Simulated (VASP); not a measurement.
# BaZrO₃, band structure: which settings are enough?

BaZrO₃, Pm-3m (no. 221), 5 atoms in the cell. TPSS; PAW potentials Ba_sv, Zr_sv, O (PBE set). VASP 6.6.1.

Wanted: band energies at the path's corners within 0.02 eV; smallest gap over path and mesh within 0.01 eV.

What the run is for: bands; Accuracy asked: standard; Route: KPOINTS_OPT.

Band energies at the path's corners: counted from the valence top.

POSCAR:
```
BaZrO3
1.0
    4.1913400000      0.0000000000      0.0000000000
    0.0000000000      4.1913400000      0.0000000000
    0.0000000000      0.0000000000      4.1913400000
Ba Zr O
1 1 3
Direct
    0.0000000000      0.0000000000      0.0000000000
    0.5000000000      0.5000000000      0.5000000000
    0.5000000000      0.5000000000      0.0000000000
    0.5000000000      0.0000000000      0.5000000000
    0.0000000000      0.5000000000      0.5000000000
```

The series start from Plane-wave cutoff (eV): 460; k-point mesh: 4 × 4 × 4; k points a path segment: 12; Electronic threshold (eV): 1e-6; Precision mode (PREC): Accurate; Bands in all (NBANDS): 35; Aspherical gradient terms in the spheres (LASPH): yes; Highest l that the mixer handles (LMAXMIX): 4. Each series keeps the choices made before it, and each single choice may use up half of a tolerance.

## Plane-wave cutoff (eV)

| Plane-wave cutoff (eV) | Band energies at the path's corners, largest deviation (eV) | Smallest gap over path and mesh (eV) | Time (s) |
|---|---|---|---|
| 320 | 0.066 | 3.329 | 57 |
| 400 | 0.020 | 3.292 | 115 |
| 460 | 0.003 | 3.279 | 158 |
| 520 | 0.002 | 3.276 | 122 |
| 640 (reference) | 0.000 | 3.278 | 211 |

Chosen: 460, the loosest value from which every tighter one stays within half of the tolerance.

## k-point mesh

| k-point mesh | Band energies at the path's corners, largest deviation (eV) | Smallest gap over path and mesh (eV) | Time (s) |
|---|---|---|---|
| 2 × 2 × 2 | 0.225 | 3.083 | 159 |
| 3 × 3 × 3 | 0.037 | 3.253 | 140 |
| 4 × 4 × 4 | 0.007 | 3.279 | 158 |
| 5 × 5 × 5 | 0.001 | 3.284 | 154 |
| 7 × 7 × 7 (reference) | 0.000 | 3.286 | 196 |

Chosen: 5 × 5 × 5.

## Electronic threshold (eV)

| Electronic threshold (eV) | Band energies at the path's corners, largest deviation (eV) | Smallest gap over path and mesh (eV) | Time (s) |
|---|---|---|---|
| 0.001 | 0.001 | 3.281 | 81 |
| 0.0001 | 0.000 | 3.285 | 86 |
| 1e-5 | 0.000 | 3.284 | 95 |
| 1e-6 | 0.000 | 3.284 | 97 |
| 1e-7 (reference) | 0.000 | 3.284 | 102 |

Chosen: 0.001.

## Precision mode (PREC)

| Precision mode (PREC) | Band energies at the path's corners, largest deviation (eV) | Smallest gap over path and mesh (eV) | Time (s) |
|---|---|---|---|
| SingleN | 0.002 | 3.283 | 30 |
| Normal | 0.002 | 3.282 | 34 |
| Accurate (reference) | 0.000 | 3.281 | 81 |

Chosen: SingleN.

## Bands in all (NBANDS)

| Bands in all (NBANDS) | Band energies at the path's corners, largest deviation (eV) | Smallest gap over path and mesh (eV) | Time (s) |
|---|---|---|---|
| 22 | 0.003 | 3.280 | 24 |
| 23 | 0.005 | 3.279 | 25 |
| 24 | 0.003 | 3.281 | 25 |
| 26 | 0.002 | 3.283 | 27 |
| 35 | 0.000 | 3.283 | 30 |
| 45 (reference) | 0.000 | 3.283 | 37 |

Chosen: 22.

## Aspherical gradient terms in the spheres (LASPH)

| Aspherical gradient terms in the spheres (LASPH) | Band energies at the path's corners, largest deviation (eV) | Smallest gap over path and mesh (eV) | Time (s) |
|---|---|---|---|
| yes | 0.000 | 3.280 | 24 |
| no | 0.004 | 3.283 | 16 |

Chosen: no, the fastest of those that stay within half of the tolerance.

## Highest l that the mixer handles (LMAXMIX)

| Highest l that the mixer handles (LMAXMIX) | Band energies at the path's corners, largest deviation (eV) | Smallest gap over path and mesh (eV) | Time (s) |
|---|---|---|---|
| 4 | 0.000 | 3.283 | 16 |
| 2 | 0.000 | 3.283 | 18 |
| 6 | 0.000 | 3.283 | 17 |

Chosen: 4; no other choice that stays within half of the tolerance saves 30 % of the time.

Also changed on the way, by series that aren't shown: k points a path segment: 5.

## All choices together

| Input | Band energies at the path's corners, largest deviation (eV) | Smallest gap over path and mesh (eV) | Time (s) |
|---|---|---|---|
| the program's defaults (naive) | 0.018 | 3.271 | 33 |
| chosen settings | 0.007 | 3.283 | 16 |
| reference settings throughout | 0.000 | 3.284 | 638 |

The tolerance is met.

## The input

INCAR:
```
SYSTEM = BaZrO3
ALGO = Normal ; EDIFF = 0.001
EFERMI = MIDGAP ; ENCUT = 460
GGA_COMPAT = .FALSE. ; ISMEAR = 0
LASPH = .FALSE. ; LCHARG = .FALSE.
LMAXMIX = 4 ; LMIXTAU = .TRUE.
LREAL = .FALSE. ; LWAVE = .FALSE.
METAGGA = TPSS ; NBANDS = 22
NELM = 120 ; PREC = SingleN
SIGMA = 0.03
```

KPOINTS:
```
Automatic mesh
0
Gamma
  5 5 5
  0 0 0
```

KPOINTS_OPT:
```
path GXMGRX,MR
5
line-mode
reciprocal
 0.0000000000  0.0000000000  0.0000000000  G
 0.0000000000  0.5000000000  0.0000000000  X

 0.0000000000  0.5000000000  0.0000000000  X
 0.5000000000  0.5000000000  0.0000000000  M

 0.5000000000  0.5000000000  0.0000000000  M
 0.0000000000  0.0000000000  0.0000000000  G

 0.0000000000  0.0000000000  0.0000000000  G
 0.5000000000  0.5000000000  0.5000000000  R

 0.5000000000  0.5000000000  0.5000000000  R
 0.0000000000  0.5000000000  0.0000000000  X

 0.5000000000  0.5000000000  0.0000000000  M
 0.5000000000  0.5000000000  0.5000000000  R
```

Commands:
```
cat potpaw_PBE.64/Ba_sv/POTCAR potpaw_PBE.64/Zr_sv/POTCAR potpaw_PBE.64/O/POTCAR > POTCAR
mpirun -np 1 vasp_std > vasp.out
```

Limits: TPSS gaps are mostly well below measured ones.

The chosen input took VASP 6.6.1 16 s on 1 core (Intel Xeon 6975P-C (Granite Rapids)), a shared host.

## An input that fails: fixed density asked without a density file

VASP's message: ERROR: charge density could not be read from file CHGCAR for ICHARG>10.

Changes against the starting input:
```
- NELM = 120
+ NELM = 85
+ ICHARG = 11
```
